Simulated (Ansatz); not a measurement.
KBr, NiAs type, relaxed with r2SCAN: 7 runs in the plane-wave code Ansatz, each a construction of maximally localised Wannier functions. The symmetry is P6_3/mmc (No. 194, hexagonal); conventional cell a = 4.559 Å, c = 8.020 Å, 36.09 Å³ an atom. K has 6 Br at 3.31 Å; Br has 6 K at 3.31 Å. Note: simulated data, non-magnetic, for a generated structure that need not be the stable one.

```
CELL_PARAMETERS angstrom
4.55930 0.00000 0.00000
-2.27965 3.94847 0.00000
0.00000 0.00000 8.02006
ATOMIC_POSITIONS crystal
K 0.00000 0.00000 0.00000
K 0.00000 0.00000 0.50000
Br 0.33333 0.66667 0.25000
Br 0.66667 0.33333 0.75000
```

Windows count from the top of the filled bands; a dash means that no such window was set (without an outer window there is no disentanglement). Rows marked drawn have settings drawn at random (some not listed).

| functional | SCF mesh | trial orbitals | functions | mesh | window (eV) | frozen (eV) | settings | Ω total (Å²) | Ω invariant (Å²) | largest spread (Å²) | least projectability | interpolation miss of the model's filled bands (eV, to the nearest computed level) |
| --- | --- | --- | --- | --- | --- | --- | --- | --- | --- | --- | --- | --- |
| PBE | 6×6×4 | Br s, Br p | 8 | 6×6×2 | – | – | chosen | 13.79 | 12.43 | 1.72 | 0.73 | 0.008 |
| PBE | 6×6×4 | Br s, Br p | 8 | 6×6×4 | – | – | chosen | 14.05 | 12.70 | 1.78 | 0.73 | 0.002 |
| r2SCAN | 6×6×4 | Br s, Br p | 8 | 6×6×2 | – | – | chosen | 13.13 | 11.70 | 1.65 | 0.76 | 0.006 |
| r2SCAN | 6×6×4 | Br p | 6 | 6×6×2 | – | – | chosen | 10.38 | 10.36 | 1.73 | 0.98 | 0.006 |
| HSE06 | 6×6×2 | Br s, Br p | 8 | 6×6×2 | – | – | chosen | 13.12 | 11.71 | 1.65 | 0.76 | – |
| PBE | 6×6×4 | Br s, Br p (loose tolerance) | 8 | 6×6×2 | – | – | drawn | 13.79 | 12.43 | 1.72 | 0.73 | 0.008 |

Question: Estimate from these rows what the further settings give.
```json
{"functional": "PBE", "SCF mesh": "6×6×4", "trial orbitals": "Br p", "functions": "6", "mesh": "6×6×2", "window (eV)": "–", "frozen (eV)": "–", "settings": "chosen"}
```

Answer:

| functional | SCF mesh | trial orbitals | functions | mesh | window (eV) | frozen (eV) | settings | Ω total (Å²) | Ω invariant (Å²) | largest spread (Å²) | least projectability | interpolation miss of the model's filled bands (eV, to the nearest computed level) |
| --- | --- | --- | --- | --- | --- | --- | --- | --- | --- | --- | --- | --- |
| PBE | 6×6×4 | Br p | 6 | 6×6×2 | – | – | chosen | 10.57 | 10.55 | 1.77 | 0.98 | 0.008 |

For Br s, Br p with PBE the spread goes 13.79 Å² (6×6×2), 14.05 Å² (6×6×4): finite differences on a coarse mesh understate it.

Spin-orbit coupling is left out.
